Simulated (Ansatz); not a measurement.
# 1T-IrSTe monolayer in a perpendicular field

Wanted: the out-of-plane response of the 1T-IrSTe monolayer. A positive field points along +c.

Calculated with Ansatz 0.2.0; plane-wave DFT, PBE-D3(BJ), Ansatz PAW (set soft_1); PAW set soft_1.

## Step 1: The starting structure

The cell holds 3 atoms: 1 Te, 1 Ir and 1 S. Cell: a = 3.581 Å, b = 3.581 Å, c = 36.582 Å, α = 90.0°, β = 90.0°, γ = 120.0°. Vacuum lies along c.

## Step 2: Relaxation

The starting cell is a guess, so the in-plane lattice and the atoms are relaxed first, with the slab cut off from its images along the normal.

input.yaml reads:

```yaml
crystal:
  lattice:
    - [3.581057, 0.0, 0.0]
    - [-1.7905285, 3.1012863344, 0.0]
    - [0.0, 0.0, 36.58160865]
  atoms:
    - { symbol: Te, position: [0.6666666667, 0.3333333333, 0.4619807773] }
    - { symbol: Ir, position: [0.0, 0.0, 0.5081206246], spin: 1.0 }
    - { symbol: S, position: [0.3333333333, 0.6666666667, 0.5380192227] }
  periodic: [true, true, false]
magnetization:
  spin_polarized: true
kpoints:
  mp_grid: { grid: [12, 12, 1] }
hamiltonian:
  xc: pbe
  dispersion: d3bj
  pseudopotentials: { kind: paw, azcp: { folder: soft_1 } }
scf:
  occupations: { method: fermi_dirac, width: 0.05 }
  convergence: { dr2_threshold: 1.0e-09 }
relax:
  f_tol: 0.004
  max_steps: 90
  cell: {}
output:
  write_potential: true
  write_density: true
  volumetric_format: npy
```

On the command line:

```sh
ansatz run input.yaml --threads 2 --pin off --max-ram 3072MiB --backend cpu --events-out ev --progress --plain --runs-dir out
```

Numbers of over 12 decimals in the logs are rounded to 6 here.

The program printed:

```text
Warning: relax.cell: scf.convergence.dr2_threshold = 1e-9 eV is looser than the 1.83632785657e-10 eV advised for a relaxation that steers and ends on the stress (1e-10 eV for each atom of the cell: 3, times the square of relax.cell.stress_2d_tol = 0.05 N/m over 12.8 Å (the atoms' height at the walk's start and 5 Å past either face), 3.912e-2 GPa, over a crystal's default 0.05). What an SCF threshold leaves in a stress goes as its square root, and in the free energy as the threshold itself, and one threshold admits the most on a small cell: [figures from the program's tests cut] Set scf.convergence.dr2_threshold to 1.83632785657e-10 eV or tighter. [rest of the remark cut]
Engine: ansatz 0.2.0, aarch64-unknown-linux-gnu
Pseudopotentials: kind: paw
Pseudopotential: Te, paw, valence charge 16, recommended cutoff 420 eV (normal), soft_1/Te.paw.azcp
Pseudopotential: Ir, paw, valence charge 17, recommended cutoff 420 eV (normal), soft_1/Ir.paw.azcp
Pseudopotential: S, paw, valence charge 6, recommended cutoff 420 eV (normal), soft_1/S.paw.azcp
Functional definition: PBE
  parameter kappa = 0.804
  parameter beta = 0.066725
  exchange = pbe_x(kappa = kappa, mu = beta*pi^2/3)
  correlation = pbe_c(beta = beta)
Crystal: 3 atoms, lattice volume = 406.271 Å³
Basis set: ecut = 420 eV, 7797 PW (Γ), exchange–correlation on 48×48×500 points (8 copies of the dense FFT grid, shifted against one another)
Bands: 24, of which v1, the nominal top of the filled ones, is band 20 counted from 1 (19 counted from 0)
Symmetry: 6 space group operations
Space group: P3m1 (ITA 156), of the structure as read, at distance tolerance 7.4e-5 Å
Magnetic group: BNS 156.49 (UNI 1279), of the structure as read, at distance tolerance 7.4e-5 Å
k-points: 19 of 144 (time reversal used)
Non-local potential: Te, projectors of the file, l = 0: 2, l = 1: 2, l = 2: 2, l = 3: 1
Non-local potential: Ir, projectors of the file, l = 0: 3, l = 1: 2, l = 2: 2, l = 3: 1
Non-local potential: S, projectors of the file, l = 0: 2, l = 1: 2, l = 2: 1
PAW form: soft (Blöchl's): semilocal exchange-correlation on the pseudo side does not see the compensation charge
PAW one-centre angular grid: Te, 590 points (default); XC on 64 Gauss nodes
PAW one-centre angular grid: Ir, 590 points (default); XC on 64 Gauss nodes
PAW one-centre angular grid: S, 110 points (default); XC on 64 Gauss nodes
Initial density: superposition of atomic densities (neutral atoms: chi_scale 0, normalization atom)
Starting moments: Σ|m| = 1 μB on 1 of 3 sites
Initial wavefunctions: pseudopotential atomic-orbital guess
Functional: x = pbe(κ = 0.804, μ = 0.219515), c = pbe(β = 0.066725)
SCF iter   1: F=—  HF=-19819.723801 eV  |F-HF|=—  |Δ(HF+E_count)|=         —  Δρ=9.78e-3 (↑9.78e-3 ↓9.16e-3)  dr2=2.38e0  dr2_m=5.68e-2  M=0.640 μB ∫|m|=0.672 μB  β_m=0.30  ethr=3.10e-3  ⟨swp⟩=19.3  Hψ=8842  notcnv=0
Mixer restart at iter 1: flushing history
preconditioner: auto → LDOS  [metal: Δε(μ)=0.044 eV  Ē_g=8.738 eV  σ=0.050 eV  W_gap=0.21  n_scr=20 (ndim 8)  ℏωp=8.4 eV  f_vac=0.808  D(μ)=2.88/eV (n_scr^D=12)]
spin=Collinear: LDOS preconditioning applied to the charge; magnetization (m = ρ↑ − ρ↓) channel mixes plain (no charge-response kernel on spin).
SCF iter   2: F=—  HF=-19819.923270 eV  |F-HF|=—  |Δ(HF+E_count)|=   1.99e-1  Δρ=7.36e-3 (↑7.36e-3 ↓7.08e-3)  dr2=1.23e0  dr2_m=4.70e-2  M=0.522 μB ∫|m|=0.554 μB  β_m=0.63  ethr=3.10e-3  ⟨swp⟩=3.0  Hψ=1421  notcnv=0
SCF iter   3: F=—  HF=-19820.282447 eV  |F-HF|=—  |Δ(HF+E_count)|=   3.59e-1  Δρ=2.52e-3 (↑2.52e-3 ↓1.68e-3)  dr2=8.11e-2  dr2_m=1.19e-2  M=0.213 μB ∫|m|=0.239 μB  β_m=0.78  ethr=3.10e-3  ⟨swp⟩=4.6  Hψ=1913  notcnv=0  defer=2
SCF iter   4: F=—  HF=-19820.321423 eV  |F-HF|=—  |Δ(HF+E_count)|=         —  Δρ=1.30e-3 (↑1.20e-3 ↓1.30e-3)  dr2=3.16e-3  dr2_m=5.29e-3  M=0.040 μB ∫|m|=0.051 μB  β_m=0.78  ethr=2.08e-4  ⟨swp⟩=4.7  Hψ=2265  notcnv=0  defer=2
SCF iter   5: F=—  HF=-19820.321679 eV  |F-HF|=—  |Δ(HF+E_count)|=   2.57e-4  Δρ=3.11e-4 (↑3.11e-4 ↓2.76e-4)  dr2=2.42e-4  dr2_m=2.40e-4  M=0.015 μB ∫|m|=0.019 μB  β_m=0.87  ethr=8.11e-6  ⟨swp⟩=3.4  Hψ=2158  notcnv=0  defer=1
SCF iter   6: F=—  HF=-19820.321931 eV  |F-HF|=—  |Δ(HF+E_count)|=   2.52e-4  Δρ=1.13e-4 (↑6.81e-5 ↓1.13e-4)  dr2=1.14e-4  dr2_m=1.87e-5  M=0.005 μB ∫|m|=0.006 μB  β_m=0.80  ethr=6.21e-7  ⟨swp⟩=3.7  Hψ=2273  notcnv=0  defer=2
SCF iter   7: F=—  HF=-19820.321918 eV  |F-HF|=—  |Δ(HF+E_count)|=   1.28e-5  Δρ=4.36e-5 (↑4.36e-5 ↓3.51e-5)  dr2=7.31e-6  dr2_m=4.39e-6  M=0.003 μB ∫|m|=0.003 μB  β_m=0.86  ethr=2.91e-7  ⟨swp⟩=3.2  Hψ=1811  notcnv=0
SCF iter   8: F=—  HF=-19820.321930 eV  |F-HF|=—  |Δ(HF+E_count)|=   1.18e-5  Δρ=8.86e-6 (↑8.86e-6 ↓7.72e-6)  dr2=1.00e-6  dr2_m=1.74e-7  M=0.001 μB ∫|m|=0.001 μB  β_m=0.85  ethr=1.87e-8  ⟨swp⟩=3.4  Hψ=2163  notcnv=0
SCF iter   9: F=—  HF=-19820.321931 eV  |F-HF|=—  |Δ(HF+E_count)|=   6.24e-7  Δρ=2.82e-6 (↑2.54e-6 ↓2.82e-6)  dr2=5.60e-8  dr2_m=1.55e-8  M=0.000 μB ∫|m|=0.000 μB  β_m=0.84  ethr=2.56e-9  ⟨swp⟩=3.6  Hψ=2129  notcnv=0
SCF iter  10: F=—  HF=-19820.321931 eV  |F-HF|=—  |Δ(HF+E_count)|=   1.31e-7  Δρ=1.17e-6 (↑1.02e-6 ↓1.17e-6)  dr2=1.12e-8  dr2_m=3.19e-9  M=0.000 μB ∫|m|=0.000 μB  β_m=0.84  ethr=1.44e-10  ⟨swp⟩=3.3  Hψ=2060  notcnv=0
SCF iter  11: F=—  HF=-19820.321931 eV  |F-HF|=—  |Δ(HF+E_count)|=   3.60e-8  Δρ=3.76e-7 (↑2.82e-7 ↓3.76e-7)  dr2=1.11e-9  dr2_m=2.97e-10  M=0.000 μB ∫|m|=0.000 μB  β_m=0.81  ethr=2.87e-11  ⟨swp⟩=3.6  Hψ=2175  notcnv=0
SCF iter  12: F=-19820.321931 eV  HF=-19820.321931 eV  |F-HF|=1.79e-9  |Δ(HF+E_count)|=   2.48e-9  Δρ=9.41e-8 (↑8.38e-8 ↓9.41e-8)  dr2=1.72e-10  dr2_m=1.70e-11  M=0.000 μB ∫|m|=0.000 μB  ethr=2.56e-12  ⟨swp⟩=9.3  Hψ=7363  notcnv=0
WARN: the starting moments were not kept: the SCF closed with an absolute magnetisation of 8.2e-6 μB, where they sum to 1 μB in size (1 site). That is at most 0.1 of that sum. Measured as dr2_m measures the in/out step, that magnetisation stands 8.0e-12 eV from none, at or under the dr2_threshold of 1.0e-9 eV: it is no larger than a step whose dr2_m would equal this threshold. The system may hold no moment; this SCF  [...]
SCF 1 converged in 12 iterations: F = -19820.321931 eV  dr2 = 1.72e-10
  greatest PAW one-centre occupation: 1.000 electrons in one spin orbital (limit 2), on the Ir atom at site 1 (counted from 0), in its partial waves of l = 0
[...]
relax step   6: F+E_penalty+E_count = -19820.37455459 eV  Δ(F+E_penalty+E_count) = -8.378e-4 eV  max|allowed force component| = 3.339e-2 eV/Å  Δτ_max = 0.0073 Å  P = +0.133 N/m  Ω = 386.260 Å³  energy of the carried Pulay correction = +8.919e-4 eV  fix = [c, alpha, beta]  reactions: c +0.000 N/m  (9 SCF iters, accepted)
relax step   7: F+E_penalty+E_count = -19820.37463774 eV  Δ(F+E_penalty+E_count) = -8.314e-5 eV  max|allowed force component| = 2.049e-2 eV/Å  Δτ_max = 0.0048 Å  P = -0.016 N/m  Ω = 386.163 Å³  energy of the carried Pulay correction = +8.963e-4 eV  fix = [c, alpha, beta]  reactions: c -0.000 N/m  (8 SCF iters, accepted)
relax step   8: F+E_penalty+E_count = -19820.37464265 eV  Δ(F+E_penalty+E_count) = -4.914e-6 eV  max|allowed force component| = 3.945e-3 eV/Å  Δτ_max = 0.0020 Å  P = -0.006 N/m  Ω = 386.447 Å³  energy of the carried Pulay correction = +8.833e-4 eV  fix = [c, alpha, beta]  reactions: c -0.000 N/m  (8 SCF iters, accepted)
relax step   9: F+E_penalty+E_count = -19820.37380918 eV  Δ(F+E_penalty+E_count) = +8.335e-4 eV  max|allowed force component| = 4.231e-3 eV/Å  Δτ_max = 0.0000 Å  P = -0.008 N/m  Ω = 386.447 Å³  fix = [c, alpha, beta]  reactions: c -0.000 N/m  stress off target by 7.89e-3 N/m on what of the cell is left free  SCF on the basis re-selected at this cell (its energy is not comparable with the rows above)  (8 SCF iters)
relax step  10: F+E_penalty+E_count = -19820.37380977 eV  Δ(F+E_penalty+E_count) = -5.844e-7 eV  max|allowed force component| = 2.471e-4 eV/Å  Δτ_max = 0.0002 Å  P = -0.008 N/m  Ω = 386.447 Å³  fix = [c, alpha, beta]  reactions: c -0.000 N/m  (7 SCF iters, accepted)
iter 1 solved again at ethr=3.21e-7 eV; its pass at ethr=3.10e-3 eV (dr2=1.25e-4 eV) is discarded
SCF iter   1: F=—  HF=-19820.373843 eV  |F-HF|=—  |Δ(HF+E_count)|=         —  Δρ=7.81e-7 (↑7.79e-7 ↓7.81e-7)  dr2=1.27e-8  dr2_m=5.95e-13  M=0.000 μB ∫|m|=0.000 μB  β_m=0.65  ethr=3.21e-7  ⟨swp⟩=6.6  Hψ=12834  notcnv=0
eigensolver tolerance schedule: the retry pair's looser diagonalisation over-reported the residual by 9904.73 of it (diagonalisation noise at an unbounded share of the residual, at the tolerance the schedule requests for it); recorded, not acted on — ethr = c·dr2/N_el stays at c = 1.0e-1
spin=Collinear: Resta preconditioning applied to the charge; magnetization (m = ρ↑ − ρ↓) channel mixes plain (no charge-response kernel on spin).
SCF iter   2: F=—  HF=-19820.373810 eV  |F-HF|=—  |Δ(HF+E_count)|=   3.34e-5  Δρ=6.71e-7 (↑6.71e-7 ↓6.70e-7)  dr2=1.91e-8  dr2_m=1.59e-13  M=-0.000 μB ∫|m|=0.000 μB  β_m=0.30  ethr=3.25e-11  ⟨swp⟩=6.4  Hψ=3620  notcnv=0
SCF iter   3: F=—  HF=-19820.373810 eV  |F-HF|=—  |Δ(HF+E_count)|=   3.98e-9  Δρ=3.61e-7 (↑3.61e-7 ↓3.56e-7)  dr2=3.39e-9  dr2_m=2.47e-13  M=-0.000 μB ∫|m|=0.000 μB  β_m=0.24  ethr=3.25e-11  ⟨swp⟩=2.9  Hψ=1359  notcnv=0
SCF iter   4: F=—  HF=-19820.373810 eV  |F-HF|=—  |Δ(HF+E_count)|=  3.93e-10  Δρ=2.82e-7 (↑2.82e-7 ↓2.79e-7)  dr2=1.79e-9  dr2_m=2.19e-13  M=-0.000 μB ∫|m|=0.000 μB  β_m=0.29  ethr=8.69e-12  ⟨swp⟩=1.9  Hψ=1117  notcnv=0
SCF iter   5: F=-19820.373810 eV  HF=-19820.373810 eV  |F-HF|=2.11e-10  |Δ(HF+E_count)|=  3.49e-10  Δρ=1.56e-7 (↑1.56e-7 ↓1.53e-7)  dr2=3.85e-10  dr2_m=1.77e-13  M=-0.000 μB ∫|m|=0.000 μB  ethr=2.56e-12  ⟨swp⟩=19.2  Hψ=7393  notcnv=0
the starting moments were not kept: the SCF closed with an absolute magnetisation of 5.3e-7 μB, where they sum to 1 μB in size (1 site). That is at most 0.1 of that sum. Measured as dr2_m measures the in/out step, that magnetisation stands 2.2e-14 eV from none, at or under the dr2_threshold of 1.0e-9 eV: it is no larger than a step whose dr2_m would equal this threshold.
SCF 11 converged in 5 iterations: F = -19820.373810 eV  dr2 = 3.85e-10
relax step  11: F+E_penalty+E_count = -19820.37380977 eV  Δ(F+E_penalty+E_count) = -8.004e-11 eV  max|allowed force component| = 2.417e-4 eV/Å  Δτ_max = 0.0000 Å  P = -0.008 N/m  Ω = 386.447 Å³  fix = [c, alpha, beta]  reactions: c -0.000 N/m  stress off target by 8.08e-3 N/m on what of the cell is left free  SCF on the basis re-selected at this cell (its energy is not comparable with the rows above)  (5 SCF iters)
basis re-selected at this cell: Δ(F+E_penalty+E_count) = -8.004e-11 eV, ΔP = +0.000 N/m vs the last step (what re-selecting the basis moved, of the pressure what is left beyond the Pulay correction that the steps carried, after the strain that the cell walked since its last selection, with what the two solves' SCF thresholds leave and, on support functions, any second-order correction that the steps lacked; it is no  [...]
WARN: The output density's exchange-correlation potential varies sharply where the density is thin. Do not read a vacuum level from v_tot or v_xc, or from such a field of the output density. On a cell that repeats whose density bears no net charge and no dipole along the vacuum's axis use v_es (v_loc + v_h of the components); under efield.dipole_correction with no amplitude use v_es + v_field, which holds any externa [...]
SCF converged after 5 iterations
Magnetization: -0.0000 μB (19.5000 up, 19.5000 down)
Absolute magnetization: 0.0000 μB (∫|ρ↑−ρ↓|, with the PAW one-centre terms)
Spin contamination: 0.0000 ħ² per cell (⟨S²⟩ above its minimum at these occupations)
Per-site moments (μB) at R_I (Å): [(-6.873013131299544e-8, 1.145377), (2.1844736544497693e-8, 0.953178), (5.323104670134299e-8, 0.953178)]
Free energy (F): -19820.373810 eV
Harris-Foulkes:  -19820.373810 eV  (|F-HF|=2.11e-10)
Internal energy: -19820.368332 eV  (E = F + TS)
E sigma→0 (E₀):  -19820.371071 eV
Entropy (-TS):   -0.005478 eV (-1.826 meV/atom)
Fermi energy:    -4.670881 eV
--- Per-component energies (eV) ---
  E_band       = -1146.866157
  E_kinetic    = 820.312420
  E_local      = -103607.468288  (includes V_loc(G=0)·N_el)
  E_nonlocal   = 290.323824
  E_hartree    = 51238.406898
  E_xc         = -441.471769
  E_vxc        = -441.052579  (∫ρ·V_xc dr)
  E_paw        = -14544.769318  (= ΣΔE_a)
  E_vpaw       = -685.795412  (= ΣTr[D̂ρ^β])
  E_aug_tail   = 0.000438  (compensation charges beyond the density's cutoff)
  E_ewald      = 46425.289851
  E_disp       = -0.992389  (pairwise vdW)
  E_smearing   = -0.005478  (= −TS)
  E_closure    = 0.000000  (closes the sum)
  Σ components = -19820.373810   (vs F -19820.373810, Δ=0.00e0)
--- Forces (eV/Å), atoms counted from 1 ---
  atom   1  Te     0.00000000    -0.00000000    -0.00014564
  atom   2  Ir     0.00000000    -0.00000000     0.00024281
  atom   3  S      0.00000000    -0.00000000    -0.00009378
  max |Σ_I F_I| component: 3.38e-6 eV/Å
--- 2D stress c σ (N/m, compression-positive) ---
       -0.008081       0.000000      -0.000000
        0.000000      -0.008081       0.000000
       -0.000000       0.000000      -0.000000
  P = ½ c Tr σ = -0.0081 N/m
--- Band table (eV; the first three rows and the last of 38) ---
  k-point 0 ↑: bands = [... 16 lower, -7.3378, -5.0938, -4.0732, -4.0732, -1.5002, -1.5002, -1.3307, -0.2855]
  k-point 1 ↑: bands = [... 16 lower, -7.3871, -5.3989, -4.1132, -4.0691, -2.1306, -1.6743, -1.1502, -0.1076]
  k-point 2 ↑: bands = [... 16 lower, -7.4749, -5.9568, -4.3679, -4.1516, -2.9794, -1.9956, -0.7238, 0.2774]
  k-point 18 ↓: bands = [... 16 lower, -8.3758, -6.4292, -5.9378, -5.5576, -3.8768, -2.2764, -0.6433, 1.9460]
  the weakly bound empty levels are not read free of the cell's end (no_gap_told)
--- Relaxed structure (9 steps of the walk, 9 accepted, 2 SCFs on fresh bases) ---
  F+E_penalty+E_count = -19820.37380977 eV   max|allowed force component| = 2.417e-4 eV/Å   (the final SCF, on the basis selected at the relaxed cell)
  cell:  # Å, volume = 386.4473 Å³
    - [3.492597, 0, 0]
    - [-1.746298, 3.024677, 0]
    - [0, 0, 36.58160865]
  atoms:
    - { symbol: Te, position: [0.666667, 0.333333, 0.457637] }
    - { symbol: Ir, position: [2.5935077698482582e-18, 7.410022199566454e-19, 0.509818] }
    - { symbol: S, position: [0.333333, 0.666667, 0.540666] }
```

Run time: 4.1 min. Hardware: 2 threads of Arm Neoverse V1, shared host; peak memory 0.74 GiB; 8.2 min of CPU time.

The steps of the relaxation:

| step | energy less that of the first step (eV) | largest force component (eV/Å) | volume (Å³) |
| --- | --- | --- | --- |
| 1 | 0.0000 | 0.6531 | 406.27 |
| 2 | -0.0052 | 0.4676 | 408.78 |
| 3 | -0.0363 | 0.1792 | 403.19 |
| 4 | -0.0430 | 0.2136 | 398.08 |
| 5 | -0.0518 | 0.1053 | 386.11 |
| 6 | -0.0526 | 0.0334 | 386.26 |
| 7 | -0.0527 | 0.0205 | 386.16 |
| 8 | -0.0527 | 0.0039 | 386.45 |
| 9* | -0.0519 | 0.0042 | 386.45 |
| 10 | -0.0519 | 0.0002 | 386.45 |
| 11* | -0.0519 | 0.0002 | 386.45 |

Relaxation steps marked * repeat the geometry before them on a plane-wave basis chosen anew for their cell, so energy and pressure can jump there.

Forces are held to the 6 operations that the run works with; a distortion that breaks them can't arise in this run.

| cell as run | before | after | change |
| --- | --- | --- | --- |
| a (Å) | 3.581 | 3.493 | -2.5 % |
| b (Å) | 3.581 | 3.493 | -2.5 % |

The atoms that moved most (Å, along periodic axes as changes of fractional coordinates times the final cell, across vacuum about the mean position):

| atom | dx | dy | dz | length |
| --- | --- | --- | --- | --- |
| Te1 | 0.000 | 0.000 | -0.159 | 0.159 |
| S3 | 0.000 | 0.000 | 0.097 | 0.097 |
| Ir2 | 0.000 | 0.000 | 0.062 | 0.062 |

The relaxed structure:

```xyz
3
Lattice="3.4926 0.0000 0.0000 -1.7463 3.0247 0.0000 0.0000 0.0000 36.5816" Properties=species:S:1:pos:R:3
Te    1.7463    1.0082   16.7411
Ir    0.0000    0.0000   18.6500
S     0.0000    2.0165   19.7784
```

Numbers from this step:

- energy at zero smearing: -19820.3711 eV

The lattice constant a goes from 3.581 to 3.493 Å.

[end of part 1 of 2]

[Logs are printed without paths, hosts, clocks, repeated set-up lines and the standing remarks that a program may print on its own settings, such as how far it seeks lower states.]

[Hosts, paths, dates, database ids (printed as entryN), source tags and the programs' standing remarks are cut or masked in the printed files.]

[Maps of the electrostatic potential energy from Ansatz leave out the sawtooth potential of an applied field or a dipole correction, so their vacuum need not be flat; planar profiles and work functions include it.]
